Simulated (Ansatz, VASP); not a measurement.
SiC in VASP and in Ansatz

```
Si C
1.0
    -0.00990    2.16657    2.18342
     2.16657   -0.00990    2.18342
     2.15667    2.15667    0.00000
Si C
1 1
Cartesian
  0.0000 0.0000 -0.0021
  1.0783 1.0783 1.0938
```

Change from the starting cell: strained cell.

Alike in both runs: functional PBEsol; k mesh 10 × 10 × 10; occupations gaussian, width 0.02 eV; no spin polarisation.

Ansatz relaxed the structure, and its values are those at the end. VASP's run is a single point on that final structure, the one shown.

|  | VASP | Ansatz |
| --- | --- | --- |
| version | VASP 6.6.1 | Ansatz 0.2.0 |
| potentials or method | VASP PAW PBE potentials, release 64 (Si, C) | scalar-relativistic, plane waves, PAW |
| plane-wave cutoff (eV) | 520 | 600 |
| valence electrons in the cell | 8 | 8 |

Ansatz gave:

| Property | Result |
| --- | --- |
| gap on the k mesh at the Fermi level (eV) | 1.15 |
| least direct gap on the mesh (eV) | 4.37 |
| pressure (GPa) | 1.9 |

**Question.** What did VASP give for the same quantities?

**Answer.** gap on the k mesh at the Fermi level (eV): 1.14; least direct gap on the mesh (eV): 4.36; pressure (GPa): 2.3.

Ansatz warned: «pseudo_functional_mismatch».

Caveats: the PAW data sets were made with another functional, which shifts forces and pressure a little (VASP). A k mesh can miss the band edges.
